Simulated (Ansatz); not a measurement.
# Residual resistivity of an alloy: Rh(111) with 4 layers of random Rh-Ir, 2x2, part 2 of 2

How strongly does chemical disorder scatter in Rh(111) with 4 layers of random Rh-Ir, 2x2?

Ansatz 0.2.0; Ansatz plane-wave DFT, PBE, PAW files; ballistic transport by layer matching (Landauer), zero bias; PAW set soft_1.

So far. Step 3 (With 8 alloy layers): Over the solved energies the transmission per spin lies between 6.25 and 6.50, out of 7 channels of the lead on average (up to 7.2).

### 4. With 12 alloy layers

In 12 layers a share of 0.125 of the sites is given to Ir at random. A fresh draw is used; the growth of the resistance with length is what counts.

System of this step: Rh(111) with 12 layers of random Rh-Ir, 2x2. The cell holds 72 atoms: 66 Rh and 6 Ir. Cell: a = 5.378 Å, b = 5.378 Å, c = 39.523 Å, α = 90.0°, β = 90.0°, γ = 120.0°. It derives from Rh. Regions: lead, 24 atoms (24 Rh); scattering region, 48 atoms (42 Rh and 6 Ir). The structure is stacked along c, and the current runs across the ab planes.

Input file input.yaml:

```yaml
crystal:
  lattice:
    - [5.3783955991, 0.0, 0.0]
    - [-2.6891977995, 4.6578272204, 0.0]
    - [0.0, 0.0, 39.5229745576]
  atoms:
    - { symbol: Rh, position: [0.0, 0.0, 0.0277777778] }
    - { symbol: Rh, position: [0.0, 0.5, 0.0277777778] }
    - { symbol: Rh, position: [0.5, 0.0, 0.0277777778] }
    - { symbol: Rh, position: [0.5, 0.5, 0.0277777778] }
    - { symbol: Rh, position: [0.1666666667, 0.3333333333, 0.0833333333] }
    - { symbol: Rh, position: [0.1666666667, 0.8333333333, 0.0833333333] }
    - { symbol: Rh, position: [0.6666666667, 0.3333333333, 0.0833333333] }
    - { symbol: Rh, position: [0.6666666667, 0.8333333333, 0.0833333333] }
    - { symbol: Rh, position: [0.3333333333, 0.1666666667, 0.1388888889] }
    - { symbol: Rh, position: [0.3333333333, 0.6666666667, 0.1388888889] }
    - { symbol: Rh, position: [0.8333333333, 0.1666666667, 0.1388888889] }
    - { symbol: Rh, position: [0.8333333333, 0.6666666667, 0.1388888889] }
    - { symbol: Rh, position: [0.0, 0.0, 0.1944444444] }
    - { symbol: Rh, position: [0.0, 0.5, 0.1944444444] }
    - { symbol: Rh, position: [0.5, 0.0, 0.1944444444] }
    - { symbol: Rh, position: [0.5, 0.5, 0.1944444444] }
    - { symbol: Rh, position: [0.1666666667, 0.3333333333, 0.25] }
    - { symbol: Rh, position: [0.1666666667, 0.8333333333, 0.25] }
    - { symbol: Rh, position: [0.6666666667, 0.3333333333, 0.25] }
    - { symbol: Rh, position: [0.6666666667, 0.8333333333, 0.25] }
    - { symbol: Rh, position: [0.3333333333, 0.1666666667, 0.3055555556] }
    - { symbol: Rh, position: [0.3333333333, 0.6666666667, 0.3055555556] }
    - { symbol: Rh, position: [0.8333333333, 0.1666666667, 0.3055555556] }
    - { symbol: Rh, position: [0.8333333333, 0.6666666667, 0.3055555556] }
    - { symbol: Rh, position: [0.0, 0.0, 0.3611111111] }
    - { symbol: Ir, position: [0.0, 0.5, 0.3611111111] }
    - { symbol: Rh, position: [0.5, 0.0, 0.3611111111] }
    - { symbol: Rh, position: [0.5, 0.5, 0.3611111111] }
    - { symbol: Rh, position: [0.1666666667, 0.3333333333, 0.4166666667] }
    - { symbol: Rh, position: [0.1666666667, 0.8333333333, 0.4166666667] }
    - { symbol: Rh, position: [0.6666666667, 0.3333333333, 0.4166666667] }
    - { symbol: Ir, position: [0.6666666667, 0.8333333333, 0.4166666667] }
    - { symbol: Rh, position: [0.3333333333, 0.1666666667, 0.4722222222] }
    - { symbol: Rh, position: [0.3333333333, 0.6666666667, 0.4722222222] }
    - { symbol: Ir, position: [0.8333333333, 0.1666666667, 0.4722222222] }
    - { symbol: Rh, position: [0.8333333333, 0.6666666667, 0.4722222222] }
    - { symbol: Rh, position: [0.0, 0.0, 0.5277777778] }
    - { symbol: Ir, position: [0.0, 0.5, 0.5277777778] }
    - { symbol: Rh, position: [0.5, 0.0, 0.5277777778] }
    - { symbol: Rh, position: [0.5, 0.5, 0.5277777778] }
    - { symbol: Rh, position: [0.1666666667, 0.3333333333, 0.5833333333] }
    - { symbol: Rh, position: [0.1666666667, 0.8333333333, 0.5833333333] }
    - { symbol: Ir, position: [0.6666666667, 0.3333333333, 0.5833333333] }
    - { symbol: Rh, position: [0.6666666667, 0.8333333333, 0.5833333333] }
    - { symbol: Rh, position: [0.3333333333, 0.1666666667, 0.6388888889] }
    - { symbol: Rh, position: [0.3333333333, 0.6666666667, 0.6388888889] }
    - { symbol: Rh, position: [0.8333333333, 0.1666666667, 0.6388888889] }
    - { symbol: Rh, position: [0.8333333333, 0.6666666667, 0.6388888889] }
    - { symbol: Rh, position: [0.0, 0.0, 0.6944444444] }
    - { symbol: Ir, position: [0.0, 0.5, 0.6944444444] }
    - { symbol: Rh, position: [0.5, 0.0, 0.6944444444] }
    - { symbol: Rh, position: [0.5, 0.5, 0.6944444444] }
    - { symbol: Rh, position: [0.1666666667, 0.3333333333, 0.75] }
    - { symbol: Rh, position: [0.1666666667, 0.8333333333, 0.75] }
    - { symbol: Rh, position: [0.6666666667, 0.3333333333, 0.75] }
    - { symbol: Rh, position: [0.6666666667, 0.8333333333, 0.75] }
    - { symbol: Rh, position: [0.3333333333, 0.1666666667, 0.8055555556] }
    - { symbol: Rh, position: [0.3333333333, 0.6666666667, 0.8055555556] }
    - { symbol: Rh, position: [0.8333333333, 0.1666666667, 0.8055555556] }
    - { symbol: Rh, position: [0.8333333333, 0.6666666667, 0.8055555556] }
    - { symbol: Rh, position: [0.0, 0.0, 0.8611111111] }
    - { symbol: Rh, position: [0.0, 0.5, 0.8611111111] }
    - { symbol: Rh, position: [0.5, 0.0, 0.8611111111] }
    - { symbol: Rh, position: [0.5, 0.5, 0.8611111111] }
    - { symbol: Rh, position: [0.1666666667, 0.3333333333, 0.9166666667] }
    - { symbol: Rh, position: [0.1666666667, 0.8333333333, 0.9166666667] }
    - { symbol: Rh, position: [0.6666666667, 0.3333333333, 0.9166666667] }
    - { symbol: Rh, position: [0.6666666667, 0.8333333333, 0.9166666667] }
    - { symbol: Rh, position: [0.3333333333, 0.1666666667, 0.9722222222] }
    - { symbol: Rh, position: [0.3333333333, 0.6666666667, 0.9722222222] }
    - { symbol: Rh, position: [0.8333333333, 0.1666666667, 0.9722222222] }
    - { symbol: Rh, position: [0.8333333333, 0.6666666667, 0.9722222222] }
kpoints:
  mp_grid: { grid: [5, 5, 1] }
hamiltonian:
  xc: pbe
  pseudopotentials: { kind: paw, azcp: { folder: soft_1 } }
scf:
  occupations: { method: fermi_dirac, width: 0.1 }
output:
  transmission:
    leads: [[0, 4]]
    kmesh: [10, 10]
    e_range: [-0.05, 0.05]
    de: 0.05
  write_potential: true
  write_density: true
  volumetric_format: npy
```

Command:

```
$ ansatz run input.yaml --threads 4 --pin off --max-ram 15360MiB --backend cpu --events-out ev --progress --plain --runs-dir out
```

Numbers of over 12 decimals in the logs are rounded to 6 here.

Output:

```text
[...]
Crystal: 72 atoms, lattice volume = 990.115 Å³
Basis set: ecut = 420 eV, 19231 PW (Γ)
Bands: 735, of which v1, the nominal top of the filled ones, is band 612 counted from 1 (611 counted from 0)
Symmetry: 1 space group operations
[...]
k-points: 13 of 25 (time reversal used)
[...]
SCF iter   1: F=—  HF=-494256.784623 eV  |F-HF|=—  |Δ(HF+E_count)|=         —  Δρ=1.23e-1  dr2=2.91e2  ethr=3.10e-3  ⟨swp⟩=4.7  Hψ=27387  notcnv=0  defer=146
[...]
SCF iter  10: F=-494216.707442 eV  HF=-494216.707442 eV  |F-HF|=6.94e-8  |Δ(HF+E_count)|=   1.25e-8  Δρ=1.01e-6  dr2=7.38e-8  ethr=8.17e-12  ⟨swp⟩=8.0  Hψ=24042  notcnv=0
SCF 1 converged in 10 iterations: F = -494216.707442 eV  dr2 = 7.38e-8
[...]
transmission: 366 of 3640 steps passed
transmission: 728 of 3640 steps passed
[...]
transmission: 3640 of 3640 steps passed
SCF converged after 10 iterations
Free energy (F): -494216.707442 eV
[...]
Internal energy: -494213.648161 eV  (E = F + TS)
E sigma→0 (E₀):  -494215.177802 eV
Entropy (-TS):   -3.059281 eV (-42.490 meV/atom)
Fermi energy:    22.769470 eV
[...]
--- Band table (eV; the first three rows and the last of 13) ---
  k-point 0: bands = [... 608 lower, 23.3371, 23.3375, 23.3441, 23.3446, 23.3468, 23.3470, 23.3495, 23.3556, ... 119 higher]
  k-point 1: bands = [... 608 lower, 22.9811, 22.9876, 22.9989, 23.0028, 23.0139, 23.0224, 23.0307, 23.0358, ... 119 higher]
  k-point 2: bands = [... 608 lower, 22.2112, 22.2399, 22.2464, 22.3160, 22.3403, 22.3547, 22.3683, 22.3885, ... 119 higher]
  k-point 12: bands = [... 608 lower, 22.7552, 22.7618, 22.7693, 22.7771, 22.7866, 22.7977, 22.8023, 22.8136, ... 119 higher]
--- Transmission ---
  basis      : 211 plane waves across, 70 finite elements along
  points     : 52, standing for a mesh of 10 x 10
[...]
channels       : 7.200000e0 a spin
[...]
junction   : crystal 0 to crystal 0, 1.50 to 38.82 Å
    transmission   : 6.228164e0 a spin
[...]
```

The job ended after 23 min (4 threads of Arm Neoverse V1, shared host; peak memory 7.5 GiB).

Numbers from this step:

* free energy: -494216.7074 eV
* energy at zero smearing: -494215.1778 eV
* Fermi energy: 22.77 eV
* transmission per spin nearest the Fermi level: 6.228
* step of the lead's potential: 0.7 meV

Per spin. Table of transmission, zone mean by energy, zero at the Fermi level:

| energy (eV) | transmission, zone mean |
| --- | --- |
| -0.0500 | 6.07 |
| 0.0000 | 6.23 |
| 0.0500 | 6.27 |

Over the solved energies the transmission per spin lies between 6.07 and 6.27, out of 7 channels of the lead on average (up to 7.2).

### 5. The fit

This step: Ansatz plane-wave DFT, PBE, PAW files; ballistic transport by layer matching (Landauer), zero bias; residual resistivity from the slope of the area resistance, atoms on the host's lattice; PAW set soft_1 (Ansatz 0.2.0).

This step gave:

```
resistivity           : 2.010 µΩ cm
intercept             : 0.007820 fΩ m²
scatter about the fit : 5.83e-4 fΩ m²
```

Resistance, by row:

| run | length (Å) | T | channels N | RA (fΩ m²) |
| --- | --- | --- | --- | --- |
| n4 | 8.783 | 6.64 | 7 | 0.02506 |
| n8 | 17.57 | 6.392 | 7 | 0.04395 |
| n12 | 26.35 | 6.191 | 7 | 0.06037 |

Area resistance against length of the alloy:

| length of the alloy (Å) | area resistance (fΩ m²) |
| --- | --- |
| 8.78 | 0.0251 |
| 17.57 | 0.0440 |
| 26.35 | 0.0604 |

The area resistance goes from 0.025 to 0.060 fΩ m² between 8.8 and 26.3 Å, a slope of 2.0 µΩ cm.

By hand from the end points: (0.06037 − 0.02506) fΩ m² / (26.35 − 8.78) Å = 2.0 µΩ cm, since 1 fΩ m² per Å is 1000 µΩ cm.

### 6. What came out

| Property | Result |
| --- | --- |
| resistivity from the slope | 2.01 µΩ cm |
| area resistance over 8.78 Å | 0.0251 fΩ m² |
| area resistance over 17.6 Å | 0.0440 fΩ m² |
| area resistance over 26.3 Å | 0.0604 fΩ m² |

The slope gives 2.0 µΩ cm. The points scatter by 5.8e-4 fΩ m² about the line, with one random draw a length in a 2x2 cell, so the slope is a rough value. Read with a model of isotropic scattering on a spherical Fermi surface and the lead's 2.2×10¹⁵ S/m², this slope means a mean free path near 204 Å; over these lengths the model's slope is 1.18 times its bulk resistivity, which would be 1.7 µΩ cm. The draw over the shortest length came out nearly ordered, with 8 symmetry operations, so that point is a poor sample of a random alloy. The atoms sit on the host's lattice, so scattering by size misfit is left out. Spin-orbit coupling is left out, which matters for Ir.

[Logs are printed without paths, hosts, clocks, repeated set-up lines and the standing remarks that a program may print on its own settings, such as how far it seeks lower states.]

[Hosts, paths, dates, database ids (printed as entryN), source tags and the programs' standing remarks are cut or masked in the printed files.]
